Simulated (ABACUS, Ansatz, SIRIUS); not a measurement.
Cost and result for the equilibrium volume of Mo

```cif
data_structure
_symmetry_space_group_name_H-M 'P 1'
_symmetry_Int_Tables_number 1
_cell_length_a 2.7432
_cell_length_b 2.7432
_cell_length_c 2.7432
_cell_angle_alpha 109.471
_cell_angle_beta 109.471
_cell_angle_gamma 109.471
_cell_volume 15.89
loop_
_atom_site_label
_atom_site_type_symbol
_atom_site_fract_x
_atom_site_fract_y
_atom_site_fract_z
_atom_site_occupancy
Mo1 Mo 0.00000 0.00000 0.00000 1
```

```csv
rung,level,program and potentials,cutoff (eV),k mesh,smearing,task,core time,chip,equilibrium volume (Å³/atom),miss,notes
GGA,PBE,"Ansatz, Ansatz PAW (earlier soft set)",420,12 × 12 × 12,fermi-dirac 0.05,equation of state,4.7 s,Intel Xeon,15.78,+1.2 %,-
GGA,PBEsol,"Ansatz, all-electron LAPW, scalar-relativistic",-,12 × 12 × 12,fermi-dirac 0.05,relaxation of cell and atoms,16 s,Arm Neoverse V2,15.32,-1.7 %,-
GGA + dispersion,PBE+D4,"Ansatz, all-electron LAPW, scalar-relativistic",-,12 × 12 × 12,fermi-dirac 0.05,relaxation of cell and atoms,19 s,Arm Neoverse V1,(a),?,-
GGA,BP86,"ABACUS, PseudoDojo NC SR 0.4.1 PBE standard, plane waves",1102,10 × 10 × 10,fermi-dirac 0.05,equation of state,37 s,Intel Xeon Platinum 8559C Emerald Rapids,15.85,+1.7 %,potentials made for PBE; fit through 4 volumes
GGA + dispersion,PBE+D3(BJ),"SIRIUS, all-electron FP-LAPW, apw+lo standard",-,12 × 12 × 12,fermi-dirac 0.05,equation of state,2.8 min,Arm Neoverse V1,15.32,-1.7 %,-
```

Times are single runs on shared hosts and different chips, so they are rough; meshes, cutoffs and the tasks' sizes weigh on the time. All rows: no spin polarisation. Smearing widths are in eV. For a metal such meshes aren't converged. Meshes differ between rows, which moves values too. Meshes are those of the run's cell of 1 atom unless a note names another. Relaxations start from the cell shown or near it and stop with a little pressure left. The cell shown, of 15.89 Å³ an atom, is the runs' start and not the measured value. Misses use the values as printed. Runs on faulty files, with rough fits or with known faults for this quantity aren't shown. No row holds spin-orbit coupling.

Measured: 15.59 Å³/atom (pmc:5456621, doi:10.3390/ma9100834). The runs are for a static lattice.

Estimate the value left out from the other rows.

(a) 15.43 Å³/atom, miss -1.0 %.
